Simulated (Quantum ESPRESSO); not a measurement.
Crystal: Cu.

```
Cu
1.0
     1.21846   -3.97638    0.00000
     1.21846    3.97638    0.00000
     0.00000    0.00000    2.47550
Cu
2
Direct
  0.16202 0.90259 0.39751
  0.83798 0.09741 0.60249
```

- Program: Quantum ESPRESSO 7.5
- Task: relaxation of the atoms
- Functional: PBE
- Dispersion: D2
- Potentials or basis: GBRV 1.5 PBE
- Cutoff: 612 eV
- Density cutoff: 4898 eV
- k mesh: 6 × 6 × 6
- Occupations: cold, width 0.1 eV
- Spin: no spin polarisation

At the start: volume 11.99 Å³/atom.

Where does the relaxation end?

Over 15 steps the energy falls by 302.5 meV/atom; space group Cmcm (No. 63, to 0.05 Å).

The path:
| step | energy change (eV) | largest force (eV/Å) |
| --- | --- | --- |
| 1 | 0.0000 | 1.3793 |
| 2 | -0.0676 | 1.1485 |
| 3 | -0.1355 | 1.1831 |
| 4 | -0.2337 | 1.2320 |
| 5 | -0.3680 | 1.2070 |
| 6 | -0.5125 | 0.9993 |
| 7 | -0.5562 | 0.8919 |
| 8 | -0.5711 | 0.7431 |
| 9 | -0.5878 | 0.4956 |
| 10 | -0.6017 | 0.1684 |
| 11 | -0.6046 | 0.0410 |
| 12 | -0.6049 | 0.0152 |
| 13 | -0.6049 | 0.0121 |
| 14 | -0.6049 | 0.0120 |
| 15 | -0.6049 | 0.0123 |

Final structure:
```yaml
crystal:
  lattice:
    - [1.21846, -3.97638, 0.00000]
    - [1.21846, 3.97638, 0.00000]
    - [0.00000, 0.00000, 2.47550]
  atoms:
    - { symbol: Cu, position: [0.13529, 0.87024, 0.24964] }
    - { symbol: Cu, position: [0.86471, 0.12976, 0.75036] }
```

Caveat: the k mesh is coarse (spacing up to 0.45 Å⁻¹), so the values aren't converged; pairwise dispersion overbinds metals, which lowers pressure and volume.
